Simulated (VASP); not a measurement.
## Si under changes of volume

One of the cells (14.904 Å³/atom); the others are scaled copies at fixed shape and fractional positions:

```
Si
1.0
     4.40420   -2.59441    0.00000
     4.40420    2.59441    0.00000
     0.00000    0.00000    5.21739
Si
8
Direct
  0.79429 0.79429 0.00000
  0.29429 0.29429 0.50000
  0.20572 0.20572 0.00000
  0.70571 0.70571 0.50000
  0.15562 0.84438 0.67413
  0.84438 0.15562 0.32587
  0.34438 0.65562 0.17413
  0.65562 0.34438 0.82587
```

This isn't the form of Si at room conditions, which is diamond.

| Property | Result |
| --- | --- |
| Program | VASP 6.6.1 |
| Functional | PBE |
| Potentials or basis | VASP PAW PBE potentials, release 64 (Si) |
| Cutoff | 520 eV |
| k mesh | 6 × 6 × 5 |
| Occupations | fermi-dirac, width 0.05 eV |
| Spin | no spin polarisation |

```tsv
volume (Å³/atom)	energy over the lowest point (meV/atom)	pressure (GPa)	largest force (eV/Å)
13.735	18.72	7.3	0.166
14.027	7.93	4.7	0.123
14.319	?	?	?
14.904	0.00	-1.4	0.070
15.196	4.10	-3.1	0.098
15.488	11.02	-4.5	0.123
```

What does the run at 14.319 Å³/atom give?

Energy over the lowest point 1.53 meV/atom; pressure 2.4 GPa; largest force 0.085 eV/Å.

Worked out: A Birch-Murnaghan fit of order 3 (a polynomial in V^(-2/3)) to the other rows has its minimum at 14.67 Å³/atom with B0 = V·E''(V) = 94 GPa and B' = 4.6 at fixed shape and positions, which overstates the stiffness. It gives 1.52 meV/atom at 14.319 Å³/atom, against the run's 1.53, and -dE/dV = 2.4 GPa, against 2.4.

Energies are extrapolated to zero smearing.
